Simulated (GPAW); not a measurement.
Runs of GPAW 26.7.0 on Cu. The structure is cubic, space group Fm-3m (No. 225). Conventional cell: a = 3.615 Å, b = 3.615 Å, c = 3.615 Å, α = 90.00°, β = 90.00°, γ = 90.00°. Around Cu (site symmetry m-3m) lie 12 Cu at 2.56 Å. 

| task | level | cell | optimizer | fmax | max steps | target pressure | convergence | gap on the mesh (eV) | pressure (GPa) | relaxed volume (Å³/atom) |
| --- | --- | --- | --- | --- | --- | --- | --- | --- | --- | --- |
| relaxation of cell and atoms | PBEsol | relaxed to 10 GPa | BFGS | 0.02 eV/Å | 60 | 10 GPa | density=1e-05 forces=0.0001 | none | 9.9 | - |
| relaxation of cell and atoms | PBEsol | relaxed to 2 GPa | BFGS | 0.02 eV/Å | 60 | 2 GPa | density=1e-05 forces=0.0001 | none | 2.3 | - |
| band structure | BLYP | as given | - | - | - | - | - | - | 10.1 | - |
| relaxation of cell and atoms | PBEsol | relaxed | BFGS | 0.02 eV/Å | 60 | - | density=1e-05 forces=0.0001 | none | 0.1 | (a) |
| relaxation of cell and atoms | PBEsol+D3(BJ) | relaxed | BFGS | 0.02 eV/Å | 60 | - | density=1e-05 forces=0.0001 | none | -0.1 | 10.94 |

Alike in all rows: potentials or basis PAW data sets generated in the run's folder for this functional, pw; no spin polarisation; k mesh 13 × 13 × 13; cutoff (eV) 600; smearing fermi-dirac 0.05 eV.

Question: Fill in the values left out.

Answer: (a) 11.44.

Caveats: with this Cu data set, volumes or pressures lay over 1.5 % or 2 GPa off other programs in two to four cells of ten; later steps reuse the first step's grids (some runs); pairwise dispersion overbinds metals, which lowers pressure and volume (some runs).

A gap of «none» marks a metal or a gap under the smearing width.

Runs at the PBE level aren't shown here.
